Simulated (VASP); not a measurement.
# PbF2 (Fluorocronite) (Fm-3m) in VASP: further runs

Aim: see how the results for PbF2 (Fluorocronite) move with the level of theory and the settings. Levels: PBEsol, PBE. Tasks: relaxation of cell and atoms.

Everything below comes from runs of VASP 6.6.1. Logs are shortened: lines on timing, memory, paths and dates and some standing lists are left out, and cuts for length are marked.

### 1 The crystal as given

The structure is cubic, space group Fm-3m (No. 225). Conventional cell: a = 5.927 Å, b = 5.927 Å, c = 5.927 Å, α = 90.00°, β = 90.00°, γ = 90.00°. Pb (site symmetry m-3m) has 8 F at 2.57 Å as nearest neighbours. F (site symmetry -43m) has 4 Pb at 2.57 Å as nearest neighbours.

### 2 Relaxation of cell and atoms, PBEsol

INCAR reads:

```
PREC     = Accurate       # precision mode
ENCUT    = 600            # plane-wave cutoff, eV
EDIFF    = 1E-6           # SCF threshold, eV
ISMEAR   = 0              # smearing method
SIGMA    = 0.03           # smearing width, eV
LREAL    = False          # projectors in reciprocal space
LASPH    = True           # aspherical terms in the spheres
NELM     = 80             # most SCF steps
ALGO     = Normal         # electronic algorithm
ISIF     = 3              # what is computed and relaxed
LWAVE    = False          # write WAVECAR
LCHARG   = False          # write CHGCAR
GGA      = PS             # functional
IBRION   = 2              # ionic algorithm
NSW      = 90             # ionic steps
EDIFFG   = -0.01          # ionic threshold
KPAR     = 4
```

KPOINTS reads:

```
Automatic mesh
0
Gamma
  8 8 8
```

POSCAR reads:

```
PbF2
1.0
    0.0000000000      2.9636600000      2.9636600000
    2.9636600000      0.0000000000      2.9636600000
    2.9636600000      2.9636600000      0.0000000000
Pb F
1 2
Direct
    0.0000000000      0.0000000000      0.0000000000
    0.2500000000      0.2500000000      0.2500000000
    0.7500000000      0.7500000000      0.7500000000
```

Potentials or basis: VASP PAW PBE potentials, release 64 (Pb_d, F).

On the command line:

```console
cat potpaw_PBE.64/Pb_d/POTCAR potpaw_PBE.64/F/POTCAR > POTCAR
mpirun -np 4 vasp_std > vasp.out
```

OUTCAR:

```text
PREC = Accurate
   ENCUT = 600
   EDIFF = 1E-6
   ISMEAR = 0
   LREAL = False
   LASPH = True
   NELM = 80
   ISIF = 3
   GGA = PS
   IBRION = 2
   NSW = 90
   EDIFFG = -0.01

 ion  position               nearest neighbor table
   1  0.000  0.000  0.000-   3 2.57   3 2.57   3 2.57   2 2.57   2 2.57   2 2.57   3 2.57   2 2.57

   2  0.250  0.250  0.250-   1 2.57   1 2.57   1 2.57   1 2.57
   3  0.750  0.750  0.750-   1 2.57   1 2.57   1 2.57   1 2.57

  LATTYP: Found a face centered cubic cell.
 ALAT       =     5.9273200000

  Lattice vectors:

 A1 = (   0.0000000000,   2.9636600000,   2.9636600000)
 A2 = (   2.9636600000,   0.0000000000,   2.9636600000)
 A3 = (   2.9636600000,   2.9636600000,   0.0000000000)

Analysis of symmetry for initial positions (statically):
=====================================================================
 Subroutine PRICEL returns:
 Original cell was already a primitive cell.

 Routine SETGRP: Setting up the symmetry group for a
 face centered cubic supercell.

 Subroutine GETGRP returns: Found 48 space group operations
 (whereof 48 operations were pure point group operations)
 out of a pool of 48 trial point group operations.

The static configuration has the point symmetry O_h .

Analysis of symmetry for dynamics (positions and initial velocities):
=====================================================================
 Subroutine PRICEL returns:
 Original cell was already a primitive cell.

 Routine SETGRP: Setting up the symmetry group for a
 face centered cubic supercell.

 Subroutine GETGRP returns: Found 48 space group operations
 (whereof 48 operations were pure point group operations)
 out of a pool of 48 trial point group operations.

The dynamic configuration has the point symmetry O_h .

 Subroutine INISYM returns: Found 48 space group operations
 (whereof 48 operations are pure point group operations),
 and found     1 'primitive' translations

----------------------------------------------------------------------------------------

                                     Primitive cell

  volume of cell :      52.0613

  direct lattice vectors                    reciprocal lattice vectors
     0.000000000  2.963660000  2.963660000    -0.168710311  0.168710311  0.168710311
     2.963660000  0.000000000  2.963660000     0.168710311 -0.168710311  0.168710311
     2.963660000  2.963660000  0.000000000     0.168710311  0.168710311 -0.168710311

  length of vectors
     4.191248166  4.191248166  4.191248166     0.292214830  0.292214830  0.292214830

  position of ions in fractional coordinates (direct lattice)
     0.000000000  0.000000000  0.000000000
     0.250000000  0.250000000  0.250000000
     0.750000000  0.750000000  0.750000000

  ion indices of the primitive-cell ions
   primitive index   ion index
                 1           1
                 2           2
                 3           3

----------------------------------------------------------------------------------------

 KPOINTS: Automatic mesh

Automatic generation of k-mesh.
 Grid dimensions read from file:
 generate k-points for:    8    8    8

 Generating k-lattice:

  Cartesian coordinates                     Fractional coordinates (reciprocal lattice)
    -0.021088789  0.021088789  0.021088789     0.125000000  0.000000000  0.000000000
     0.021088789 -0.021088789  0.021088789     0.000000000  0.125000000  0.000000000
     0.021088789  0.021088789 -0.021088789     0.000000000  0.000000000  0.125000000

  Length of vectors
     0.036526854  0.036526854  0.036526854

  Shift w.r.t. Gamma in fractional coordinates (k-lattice)
     0.000000000  0.000000000  0.000000000

 Subroutine IBZKPT returns following result:
 ===========================================

 Found     29 irreducible k-points:

 Following reciprocal coordinates:
            Coordinates               Weight
  0.000000  0.000000  0.000000      1.000000
  0.125000  0.000000  0.000000      8.000000
  0.250000  0.000000  0.000000      8.000000
  0.375000  0.000000  0.000000      8.000000
  0.500000  0.000000  0.000000      4.000000
  0.125000  0.125000  0.000000      6.000000
[... 16 lines left out ...]
  0.500000  0.250000  0.125000     48.000000
 -0.375000  0.250000  0.125000     24.000000
 [... further k-points ...]
   k-points           NKPTS =     29   k-points in BZ     NKDIM =     29   number of bands    NBANDS=     18
   number of dos      NEDOS =    301   number of ions     NIONS =      3
   total plane-waves  NPLWV =  46656
   dimension x,y,z NGX =    36 NGY =   36 NGZ =   36
   dimension x,y,z NGXF=    72 NGYF=   72 NGZF=   72
   ions per type =               1   2
   NGX,Y,Z   is equivalent  to a cutoff of  14.28, 14.28, 14.28 a.u.
   NGXF,Y,Z  is equivalent  to a cutoff of  28.56, 28.56, 28.56 a.u.
 SYSTEM =  unknown system
   PREC   = accura    normal or accurate (medium, high low for compatibility)
   ISTART =      0    job   : 0-new  1-cont  2-samecut
   ICHARG =      2    charge: 1-file 2-atom 10-const
   ISPIN  =      1    spin polarized calculation?
   LNONCOLLINEAR =      F non collinear calculations
   LSORBIT =      F    spin-orbit coupling
   LASPH  =      T    aspherical Exc in radial PAW
   ENCUT  =  600.0 eV  44.10 Ry    6.64 a.u.   8.37  8.37  8.37*2*pi/ulx,y,z
   NELM   =     80;   NELMIN=  2; NELMDL= -5     # of ELM steps
   EDIFF  = 0.1E-05   stopping-criterion for ELM
   LREAL  =      F    real-space projection
   EDIFFG = -.1E-01   stopping-criterion for IOM
   NSW    =     90    number of steps for IOM
   IBRION =      2    ionic relax: 0-MD 1-quasi-New 2-CG
   NFREE  =      1    steps in history (QN), initial steepest desc. (CG)
   ISIF   =      3    stress and relaxation
   ISYM   =      2    0-nonsym 1-usesym 2-fastsym
   POTIM  = 0.5000    time-step for ionic-motion
   TEBEG  =    0.0;   TEEND  =   0.0 temperature during run
   PSTRESS=    0.0 pullay stress
   NELECT =      28.0000    total number of electrons
   NUPDOWN=      -1.0000    fix difference up-down
   EMIN   =  10.00;   EMAX   =-10.00  energy-range for DOS
   EFERMI =   0.00;   METHOD = LEGACY
   ISMEAR =     0;   SIGMA  =   0.03  broadening in eV -4-tet -1-fermi 0-gaus
   EFERMI_NEDOS =   21; number of points for ismear=-14 and -15
   IALGO  =     38    algorithm
   IMIX   =      4    mixing-type and parameters
     AMIX     =   0.40;   BMIX     =  1.00
     AMIX_MAG =   1.60;   BMIX_MAG =  1.00
  volume/ion in A,a.u.               =      17.35       117.11
  Fermi-wavevector in a.u.,A,eV,Ry     =   1.331340  2.515869 24.115883  1.772467
  Thomas-Fermi vector in A             =   2.460359
   LORBIT       =      0    0 simple, 1 ext, 2 COOP (PROOUT), +10 PAW based schemes
   GGA     = PS    functional components
   LHFCALC =     F    Hartree Fock is set to
   AEXX    =    0.0000 exact exchange contribution
   IVDW    =     0    specifies the selected vdW correction
   LEPSILON=     F    determine dielectric tensor
   LRPA    =     F    only Hartree local field effects (RPA)
 conjugate gradient relaxation of ions
 non-spin polarized calculation
 Gauss-broadening in eV      SIGMA  =   0.03
  energy-cutoff  :      600.00
  volume of cell :       52.06
 maximum number of plane-waves:      1807
 NGX is ok and might be reduce to    36
   NGX = 17   NGY = 17   NGZ = 17

--------------------------------------- Ionic step        1  -------------------------------------------

 number of electron      28.0000008 magnetization

 Free energy of the ion-electron system (eV)
  ---------------------------------------------------
  ext. energy  EPLUGINS =         0.00000000
  ---------------------------------------------------
  free energy    TOTEN  =       -14.93783413 eV

  energy without entropy =      -14.93783413  energy(sigma->0) =      -14.93783413

------------------------ aborting loop because EDIFF is reached ----------------------------------------

  FORCE on cell =-STRESS in cart. coord.  units (eV):
  Direction    XX          YY          ZZ          XY          YZ          ZX
  --------------------------------------------------------------------------------------
  -------------------------------------------------------------------------------------
  Total       -0.4207625     -0.4207625     -0.4207625      0.0000000      0.0000000     -0.0000000
  in kB      -12.9488871    -12.9488871    -12.9488871      0.0000000      0.0000000     -0.0000000
  external PRESSURE =     -12.9488871 kB  Pullay stress =       0.0000000 kB
[... 59 lines left out ...]
  energy  without entropy=      -14.9415112731  energy(sigma->0) =      -14.94151127

--------------------------------------- Ionic step        3  -------------------------------------------

 number of electron      28.0000010 magnetization

 Free energy of the ion-electron system (eV)
  ---------------------------------------------------
  ext. energy  EPLUGINS =         0.00000000
  ---------------------------------------------------
  free energy    TOTEN  =       -14.94160026 eV

  energy without entropy =      -14.94160026  energy(sigma->0) =      -14.94160026

 E-fermi :   2.1327     XC(G=0):  -9.7509

 val. band max:        1.9554114852   @ k =  -0.2500   0.5000   0.2500
 cond. band min:       6.2558168602   @ k =   0.5000   0.5000   0.0000
 fundamental gap:      4.3004053750
 Fermi energy:         2.1326809397

 k-point     1 :       0.0000    0.0000    0.0000
  band No.  band energies     occupation
      1     -19.1690      2.00000
      2     -18.4966      2.00000
      3     -12.4316      2.00000
      4     -12.4316      2.00000
      5     -12.4316      2.00000
      6     -12.3594      2.00000
[... 10 lines left out ...]
     17       8.6449      0.00000
     18      12.5082      0.00000
[... 466 lines left out ...]
      2     -18.7929      2.00000
      3     -12.3848      2.00000
      4     -12.3801      2.00000
      5     -12.3370      2.00000
      6     -12.3064      2.00000
[... 10 lines left out ...]
     17       9.6636      0.00000
     18      12.7580      0.00000

 [... further k-points ...]

------------------------ aborting loop because EDIFF is reached ----------------------------------------

  FORCE on cell =-STRESS in cart. coord.  units (eV):
  Direction    XX          YY          ZZ          XY          YZ          ZX
  --------------------------------------------------------------------------------------
  -------------------------------------------------------------------------------------
  Total       -0.0005429     -0.0005429     -0.0005429     -0.0000000     -0.0000000     -0.0000000
  in kB       -0.0170056     -0.0170056     -0.0170056     -0.0000000     -0.0000000     -0.0000000
  external PRESSURE =      -0.0170056 kB  Pullay stress =       0.0000000 kB
[... 18 lines left out ...]
  FREE ENERGIE OF THE ION-ELECTRON SYSTEM (eV)
  ---------------------------------------------------
  free  energy   TOTEN  =       -14.9416002573 eV

  energy  without entropy=      -14.9416002573  energy(sigma->0) =      -14.94160026

 reached required accuracy - stopping structural energy minimisation
```

It took 14 s on 4 MPI ranks of Intel Xeon 6975P-C (Granite Rapids), shared host; peak memory 0.22 GiB.

What came out:

```
Free energy                            : -14.9416 eV
Relaxed volume                         : 17.05 Å³/atom
Relaxed cell                           : a = 4.167 Å, b = 4.167 Å, c = 4.167 Å, α = 60.00°, β = 60.00°, γ = 60.00°
Space group after relaxing (to 0.05 Å) : Fm-3m (No. 225)
Energy gained by relaxing              : 1.3 meV/atom
Ionic steps                            : 3
Pressure after relaxing                : 0.0 GPa
Band gap on the k mesh                 : 4.30 eV, indirect (least direct gap 4.45 eV)
```

The path:
```
step  energy change (eV)  largest force (eV/Å)  pressure (GPa)  volume (Å³)
   1              0.0000                0.0000           -1.29        52.06
   2             -0.0037                0.0000            0.21        51.01
   3             -0.0038                0.0000            0.00        51.15
```

Final structure:
```
CELL_PARAMETERS angstrom
0.00000 2.94621 2.94621
2.94621 0.00000 2.94621
2.94621 2.94621 0.00000
ATOMIC_POSITIONS crystal
Pb 0.00000 0.00000 0.00000
F 0.25000 0.25000 0.25000
F 0.75000 0.75000 0.75000
```

Caveat: the PAW data sets were made with another functional, which shifts forces and pressure a little; spin-orbit coupling is left out, which as a rule narrows the gap of such compounds by several tenths of an eV.

### 3 Relaxation of cell and atoms, PBEsol

This run uses another cell than the first one, of 17.05 Å³/atom, 0.982 times its volume.

INCAR, as its differences from that of step 2:

```diff
@@ -2,3 +2,3 @@
 ENCUT    = 600            # plane-wave cutoff, eV
-EDIFF    = 1E-6           # SCF threshold, eV
+EDIFF    = 1E-7           # SCF threshold, eV
 ISMEAR   = 0              # smearing method
@@ -15,3 +15,3 @@
 NSW      = 90             # ionic steps
-EDIFFG   = -0.01          # ionic threshold
+EDIFFG   = -0.005         # ionic threshold
 KPAR     = 4
```

KPOINTS is that of step 2.

POSCAR reads:

```
PbF2                                    
1.0
    0.0000000000      2.9462119402      2.9462119402
    2.9462119402      0.0000000000      2.9462119402
    2.9462119402      2.9462119402     -0.0000000000
  Pb              F             
     1     2
Direct
     0.0000000000000000    0.0000000000000000    0.0000000000000000
     0.2500000000000000    0.2500000000000000    0.2500000000000000
     0.7500000000000000    0.7500000000000000    0.7500000000000000
```

Potentials or basis: VASP PAW PBE potentials, release 64 (Pb_d, F).

On the command line:

```console
cat potpaw_PBE.64/Pb_d/POTCAR potpaw_PBE.64/F/POTCAR > POTCAR
mpirun -np 4 vasp_std > vasp.out
```

It took 6.4 s on 4 MPI ranks of Intel Xeon 6975P-C (Granite Rapids), shared host; peak memory 0.21 GiB.

It converged, with:

- Free energy: -14.9398 eV
- Pressure after relaxing: 0.0 GPa
- Band gap on the k mesh: 4.30 eV, indirect (least direct gap 4.45 eV)

Final structure:
```xyz
3
Lattice="0.0000 2.9462 2.9462 2.9462 0.0000 2.9462 2.9462 2.9462 0.0000" Properties=species:S:1:pos:R:3 pbc="T T T"
Pb    0.0000    0.0000    0.0000
F     1.4731    1.4731    1.4731
F     4.4193    4.4193    4.4193
```

Levels at points of the mesh, in eV from the valence-band top:
```tsv
k point	band 10	band 11	band 12	band 13	band 14	band 15	band 16	band 17	band 18
(0.00, 0.00, 0.00)	-2.60	-2.60	-2.09	-2.09	-2.09	6.69	6.69	6.69	10.55
(0.50, 0.00, 0.00)	-2.83	-2.83	-2.26	-2.26	-0.04	4.93	7.64	7.64	13.10
(0.50, 0.50, 0.00)	-3.74	-1.65	-1.64	-1.64	-0.15	4.30	7.89	7.89	8.78
```

Caveat: the relaxation stopped at its first step, so nothing moved; the PAW data sets were made with another functional, which shifts forces and pressure a little; spin-orbit coupling is left out, which as a rule narrows the gap of such compounds by several tenths of an eV. A k mesh can miss the band edges.

### 4 Relaxation of cell and atoms, PBE

INCAR reads:

```
SYSTEM = PbF2
PREC = Accurate
ENCUT = 600
EDIFF = 1E-6
ISMEAR = 0
SIGMA = 0.03
LREAL = .FALSE.
LASPH = .TRUE.
NELM = 80
ALGO = Normal
ISIF = 3
LWAVE = .FALSE.
LCHARG = .FALSE.
GGA = PE
IBRION = 2
NSW = 90
EDIFFG = -0.01
```

KPOINTS reads:

```
regular mesh
0
G
  8 8 8
  0 0 0
```

POSCAR reads:

```
PbF2
1.0
    0.0000000000      2.9636600000      2.9636600000
    2.9636600000      0.0000000000      2.9636600000
    2.9636600000      2.9636600000      0.0000000000
Pb F
1 2
Direct
    0.0000000000      0.0000000000      0.0000000000
    0.2500000000      0.2500000000      0.2500000000
    0.7500000000      0.7500000000      0.7500000000
```

On the command line:

```console
cat potpaw_PBE.64/Pb_d/POTCAR potpaw_PBE.64/F/POTCAR > POTCAR
mpirun -np 1 vasp_std > vasp.out
```

It took 92 s on 1 thread of AMD EPYC 7R13 (Zen 3), shared host; peak memory 0.19 GiB.

The run converged. Its results:

| Property | Result |
| --- | --- |
| Free energy | -14.3506 eV |
| Relaxed volume | 17.95 Å³/atom |
| Relaxed cell | a = 4.239 Å, b = 4.239 Å, c = 4.239 Å, α = 60.00°, β = 60.00°, γ = 60.00° |
| Space group after relaxing (to 0.05 Å) | Fm-3m (No. 225) |
| Energy gained by relaxing | 4.4 meV/atom |
| Ionic steps | 3 |
| Pressure after relaxing | 0.0 GPa |
| Band gap on the k mesh | 4.42 eV, indirect (least direct gap 4.56 eV) |

The path:
```
step  energy change (eV)  largest force (eV/Å)  pressure (GPa)  volume (Å³)
   1              0.0000                0.0000            2.44        52.06
   2             -0.0129                0.0000           -0.29        54.08
   3             -0.0131                0.0000            0.01        53.84
```

Final structure:
```cif
data_structure
_symmetry_space_group_name_H-M 'P 1'
_symmetry_Int_Tables_number 1
_cell_length_a 4.2385
_cell_length_b 4.2385
_cell_length_c 4.2385
_cell_angle_alpha 60.000
_cell_angle_beta 60.000
_cell_angle_gamma 60.000
_cell_volume 53.84
loop_
_atom_site_label
_atom_site_type_symbol
_atom_site_fract_x
_atom_site_fract_y
_atom_site_fract_z
_atom_site_occupancy
Pb1 Pb 0.00000 0.00000 0.00000 1
F1 F 0.25000 0.25000 0.25000 1
F2 F 0.75000 0.75000 0.75000 1
```

Levels at points of the mesh, in eV from the valence-band top:
```
           k point  band 12  band 13  band 14  band 15  band 16  band 17
(0.00, 0.00, 0.00)    -1.77    -1.77    -1.77     6.74     6.74     6.74
(0.50, 0.00, 0.00)    -1.94    -1.94    -0.01     5.03     7.56     7.56
(0.50, 0.50, 0.00)    -1.37    -1.37    -0.14     4.42     7.78     7.78
```

Caveat: spin-orbit coupling is left out, which as a rule narrows the gap of such compounds by several tenths of an eV. PBE usually gives volumes a little too large and moduli too small.

(Part 1 of 2 ends here.)
